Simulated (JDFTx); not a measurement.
Crystal: CO2.

```
O C
1.0
    -1.97473    1.97473    3.01406
     1.97473   -1.97473    3.01406
     1.97473    1.97473   -3.01406
O C
4 2
Direct
  0.87500 0.95980 0.58480
  0.37500 0.29020 0.41520
  0.04020 0.62500 0.91520
  0.70980 0.12500 0.08480
  0.00000 0.00000 0.00000
  0.75000 0.25000 0.50000
```

The cell comes from a database or a generator and needn't be the stable form of this composition.

```yaml
Program: JDFTx 1.7.0 (patched build)
Task: relaxation of cell and atoms
Functional: PBEsol
Potentials_or_basis: PseudoDojo-SR-PBEsol-0.4.1-standard with smoothed tails
Cutoff: 1143 eV
Density_cutoff: 9143 eV
k_mesh: 7 × 7 × 7
Occupations: fermi-dirac, width 0.05 eV
Spin: no spin polarisation
```

At the start: pressure -6.7 GPa; volume 7.84 Å³/atom.

Question: Where does the relaxation end?

Answer: Over 11 steps the energy falls by 4.8 meV/atom and the volume is 7.59 Å³/atom (-3.1 %); space group I-42d (No. 122, to 0.05 Å).

The path:
```tsv
step	energy change (eV)	largest force (eV/Å)	pressure (GPa)	volume (Å³)
1	0.0000	0.2199	-6.71	47.01
2	-0.0097	0.1067	-5.11	46.79
3	-0.0206	0.0712	-2.20	46.35
4	-0.0244	0.1235	-0.79	46.06
5	-0.0269	0.1569	1.02	45.62
6	-0.0275	0.1322	1.56	45.41
7	-0.0289	0.0038	0.52	45.41
8	-0.0290	0.0138	0.21	45.45
9	-0.0291	0.0165	0.01	45.50
10	-0.0291	0.0129	-0.19	45.56
11	-0.0291	0.0145	0.10	45.55
```

Final structure:
```
O C
1.0
    -1.95887    1.95887    2.96744
     1.95887   -1.95887    2.96744
     1.95887    1.95887   -2.96744
O C
4 2
Direct
  0.87500 0.95794 0.58294
  0.37500 0.29206 0.41706
  0.04206 0.62500 0.91706
  0.70794 0.12500 0.08294
  0.00000 0.00000 0.00000
  0.75000 0.25000 0.50000
```
